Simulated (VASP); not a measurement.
Crystal: CdSe (Cadmoselite).

```
Cd Se
1.0
     4.30000    0.00000    0.00000
    -2.15000    3.72391    0.00000
     0.00000    0.00000    7.02000
Cd Se
2 2
Direct
  0.66667 0.33333 0.50000
  0.33333 0.66667 0.00000
  0.66667 0.33333 0.88500
  0.33333 0.66667 0.38500
```

Base run:

| Item | Value |
| --- | --- |
| Program | VASP 6.6.1 |
| Functional | r2SCAN |
| Potentials or basis | VASP PAW PBE potentials, release 64 (Cd, Se) |
| Cutoff | 520 eV |
| k mesh | 8 × 8 × 4 |
| Occupations | gaussian, width 0.02 eV |
| Spin | no spin polarisation |

Its results: band gap on the k mesh 1.19 eV, direct.

The run is repeated on the same cell with these changes: functional from r2SCAN to TB-mBJ. What comes out?

Band gap on the k mesh 2.04 eV, direct.

Not every run made on this cell is shown here.
